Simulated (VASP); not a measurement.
# VASP 6.6.1, PBE single-point calculation, MgI2 (1T (CdI2) bulk)

INCAR

```
LELF = .TRUE.
LREAL = .FALSE.
EDIFF = 1E-7
LCHARG = .TRUE.
NBANDS = 15
LWAVE = .FALSE.
ISIF = 2
ISMEAR = -1
LASPH = .TRUE.
IBRION = -1
SIGMA = 0.02
NELM = 120
GGA = PE
PREC = Accurate
ENCUT = 520
NSW = 0
```

KPOINTS

```
KPOINTS created by Atomic Simulation Environment
0
Gamma
12 12 4
0 0 0
```

KPOINTS_OPT

```
special points
7
Reciprocal
0.0000000000 0.0000000000 0.0000000000 1
0.5000000000 0.0000000000 0.0000000000 1
0.3333333333 0.3333333333 0.0000000000 1
0.0000000000 0.0000000000 0.5000000000 1
0.5000000000 0.0000000000 0.5000000000 1
0.3333333333 0.3333333333 0.5000000000 1
0.5000000000 0.0000000000 0.3500000000 1
```

POSCAR

```
Mg I
 1.0000000000000000
     4.1572130500175861    0.0000000000000000    0.0000000000000000
    -2.0786065250087931    3.6002521102594174    0.0000000000000000
     0.0000000000000000    0.0000000000000000    6.8733252076808444
 Mg  I
   1   2
Cartesian
  0.0000000000000000 -0.0000000000000000 -0.0000000000000000
 -0.0000000000000001  2.4001680735062787  1.6676205526148902
  2.0786065250087922  1.2000840367531393  5.2057046550659551
```

VASP ran with the recommended PBE PAW datasets (16 valence electrons in the cell).

Command

```
mpirun -np 1 vasp_std
```

From OUTCAR

```
k-points           NKPTS =     69   k-points in BZ     NKDIM =     69   number of bands    NBANDS=     15

   NELECT =      16.0000    total number of electrons

   dimension x,y,z NGX =    32 NGY =   32 NGZ =   54
   dimension x,y,z NGXF=    64 NGYF=   64 NGZF=  108

  energy-cutoff  :      520.00
  volume of cell :      102.87
      direct lattice vectors                 reciprocal lattice vectors
     4.157213050  0.000000000  0.000000000     0.240545767  0.138879163  0.000000000
    -2.078606525  3.600252110  0.000000000     0.000000000  0.277758326  0.000000000
     0.000000000  0.000000000  6.873325208     0.000000000  0.000000000  0.145489988

 k-points in reciprocal lattice and weights: KPOINTS created by Atomic Simulation Env
   0.00000000  0.00000000  0.00000000       0.002
   0.08333333  0.00000000  0.00000000       0.010
   0.16666667  0.00000000  0.00000000       0.010
   0.25000000  0.00000000  0.00000000       0.010
   0.33333333  0.00000000  0.00000000       0.010
   0.41666667  0.00000000  0.00000000       0.010
   0.50000000  0.00000000  0.00000000       0.005
   0.08333333  0.08333333  0.00000000       0.010
   ...

 E-fermi :   2.6948

 k-point     1 :       0.0000    0.0000    0.0000
  band No.  band energies     occupation
      1      -9.7831      2.00000
      2      -9.0758      2.00000
      3      -1.2442      2.00000
      4       1.8272      2.00000
      5       1.8272      2.00000
      6       2.2068      2.00000
      7       2.2068      2.00000
      8       2.2910      2.00000
      9       5.9665      0.00000
     10       7.0489      0.00000
     11       8.9674      0.00000
     12       8.9674      0.00000
     13       9.7604      0.00000
     14      10.4282      0.00000
     15      10.4282      0.00000

 k-point     2 :       0.0833    0.0000    0.0000
  band No.  band energies     occupation
      1      -9.7467      2.00000
      2      -9.0567      2.00000
      3      -1.1935      2.00000
      4       1.5288      2.00000
      5       1.7317      2.00000
      6       1.9356      2.00000
      7       2.2020      2.00000
      8       2.2688      2.00000
      9       6.2846      0.00000
     10       7.3425      0.00000
     11       8.5986      0.00000
     12       9.0826      0.00000
     13       9.9902      0.00000
     14      10.1684      0.00000
     15      10.5471      0.00000

 k-point     3 :       0.1667    0.0000    0.0000
  band No.  band energies     occupation
      1      -9.6427      2.00000
      2      -9.0051      2.00000
      3      -1.0515      2.00000
      4       0.8436      2.00000
      5       1.3577      2.00000
      6       1.5184      2.00000
      7       2.1522      2.00000
      8       2.1909      2.00000
      9       6.8350      0.00000
     10       7.6777      0.00000
     11       8.4750      0.00000
     12       9.3295      0.00000
     13       9.4797      0.00000
     14      10.2806      0.00000
     15      10.8171      0.00000

 k-point     4 :       0.2500    0.0000    0.0000
  band No.  band energies     occupation
      1      -9.4871      2.00000
      2      -8.9381      2.00000
      3      -0.8694      2.00000
      4       0.1211      2.00000
      5       0.7548      2.00000
      6       1.2818      2.00000
      7       2.0405      2.00000
      8       2.0528      2.00000
      9       6.7567      0.00000
     10       7.7337      0.00000
     11       8.6341      0.00000
     12       9.4388      0.00000
     13       9.4396      0.00000
     14      10.3191      0.00000
     15      11.2417      0.00000

 k-point     5 :       0.3333    0.0000    0.0000
  band No.  band energies     occupation
      1      -9.3080      2.00000
      2      -8.8815      2.00000
      3      -0.8828      2.00000
      4      -0.3042      2.00000
      5       0.3345      2.00000
      6       1.0799      2.00000
      7       1.8093      2.00000
      8       1.9421      2.00000
      9       6.3289      0.00000
     10       7.7445      0.00000
     11       8.2070      0.00000
     12       9.3604      0.00000
     13       9.8683      0.00000
     14      11.0135      0.00000
     15      11.3486      0.00000

 k-point     6 :       0.4167    0.0000    0.0000
  band No.  band energies     occupation
      1      -9.1479      2.00000
      2      -8.8596      2.00000
      3      -1.1736      2.00000
      4      -0.4448      2.00000
      5       0.3170      2.00000
      6       0.9469      2.00000
      7       1.5340      2.00000
      8       1.8591      2.00000
      9       6.0172      0.00000
     10       7.6495      0.00000
     11       7.9019      0.00000
     12       9.2592      0.00000
     13      10.1739      0.00000
     14      11.3367      0.00000
     15      12.0276      0.00000

 k-point     7 :       0.5000    0.0000    0.0000
  band No.  band energies     occupation
      1      -9.0743      2.00000
      2      -8.8644      2.00000
      3      -1.3041      2.00000
      4      -0.5222      2.00000
      5       0.4251      2.00000
      6       0.9007      2.00000
      7       1.3790      2.00000
      8       1.8287      2.00000
      9       5.9076      0.00000
     10       7.6053      0.00000
     11       7.7968      0.00000
     12       9.2189      0.00000
     13      10.2694      0.00000
     14      11.6304      0.00000
     15      12.0625      0.00000

 k-point     8 :       0.0833    0.0833    0.0000
  band No.  band energies     occupation
      1      -9.6765      2.00000
      2      -9.0213      2.00000
      3      -1.0968      2.00000
      4       1.1420      2.00000
      5       1.2749      2.00000
      6       1.7922      2.00000
      7       2.0952      2.00000
      8       2.2236      2.00000
      9       6.7332      0.00000
     10       7.7992      0.00000
     11       8.2176      0.00000
     12       9.2755      0.00000
     13       9.7324      0.00000
     14      10.0425      0.00000
     15      10.8970      0.00000

 k-point     9 :       0.1667    0.0833    0.0000
  band No.  band energies     occupation
      1      -9.5464      2.00000
      2      -8.9617      2.00000
      3      -0.9293      2.00000
      4       0.4729      2.00000
      5       0.7866      2.00000
      6       1.4915      2.00000
      7       1.9520      2.00000
      8       2.1224      2.00000
      9       7.0293      0.00000
     10       7.9018      0.00000
     11       8.5452      0.00000
     12       9.2541      0.00000
     13       9.4221      0.00000
     14       9.7948      0.00000
     15      11.2541      0.00000

 k-point    10 :       0.2500    0.0833    0.0000
  band No.  band energies     occupation
      1      -9.3781      2.00000
      2      -8.8995      2.00000
      3      -0.8076      2.00000
      4      -0.1222      2.00000
      5       0.4002      2.00000
      6       1.1490      2.00000
      7       1.8027      2.00000
      8       1.9520      2.00000
      9       6.6940      0.00000
     10       8.0233      0.00000
     11       8.4648      0.00000
     12       9.2787      0.00000
     13       9.6081      0.00000
     14      10.1161      0.00000
     15      11.4162      0.00000

 k-point    11 :       0.3333    0.0833    0.0000
  band No.  band energies     occupation
      1      -9.2056      2.00000
      2      -8.8610      2.00000
      3      -1.0084      2.00000
      4      -0.3490      2.00000
      5       0.2705      2.00000
      6       0.8924      2.00000
      7       1.6233      2.00000
      8       1.7607      2.00000
      9       6.3120      0.00000
     10       7.9771      0.00000
     11       8.0767      0.00000
     12       9.2581      0.00000
     13      10.0406      0.00000
     14      10.9754      0.00000
     15      11.4945      0.00000

 k-point    12 :       0.4167    0.0833    0.0000
  band No.  band energies     occupation
      1      -9.0799      2.00000
      2      -8.8594      2.00000
      3      -1.2396      2.00000
      4      -0.4641      2.00000
      5       0.4162      2.00000
      6       0.7516      2.00000
      7       1.4135      2.00000
      8       1.6664      2.00000
      9       6.0968      0.00000
     10       7.8617      0.00000
     11       7.9081      0.00000
     12       9.2510      0.00000
     13      10.2459      0.00000
     14      11.4538      0.00000
     15      11.9766      0.00000

 k-point    13 :       0.1667    0.1667    0.0000
  band No.  band energies     occupation
      1      -9.4030      2.00000
      2      -8.9066      2.00000
      3      -0.7968      2.00000
      4       0.1690      2.00000
      5       0.2081      2.00000
      6       1.2977      2.00000
      7       1.6061      2.00000
      8       1.9859      2.00000
      9       6.9948      0.00000
     10       8.4041      0.00000
     11       8.8110      0.00000
     12       9.1620      0.00000
     13       9.1874      0.00000
     14       9.3890      0.00000
     15      11.7117      0.00000

 ...

  Total        0.6375631      0.6375631      0.7879863      0.0000000      0.0000000     -0.0000000
  in kB        9.9295977      9.9295977     12.2723340      0.0000000      0.0000000     -0.0000000
  external PRESSURE =      10.7105098 kB  Pullay stress =       0.0000000 kB

 POSITION                                       TOTAL-FORCE (eV/Angst)
 -----------------------------------------------------------------------------------
      0.00000      0.00000      0.00000         0.000000      0.000000      0.000000
      0.00000      2.40017      1.66762         0.000000     -0.000000      0.001090
      2.07861      1.20008      5.20570        -0.000000      0.000000     -0.001090
 -----------------------------------------------------------------------------------
    total drift:                               -0.000000      0.000000     -0.000000

  FREE ENERGIE OF THE ION-ELECTRON SYSTEM (eV)
  ---------------------------------------------------
  free  energy   TOTEN  =        -7.6991524828 eV

  energy  without entropy=       -7.6991524828  energy(sigma->0) =       -7.69915248
```

```
gap between bands v and c : 3.49 eV
least direct gap          : 3.68 eV
pressure                  : 1.1 GPa
```

Band v is the last that the valence electrons fill when counted band by band, and c is the next.

The run took about 42 s on one core of a shared host (Intel Xeon 6975P-C) and held 0.33 GiB at most.
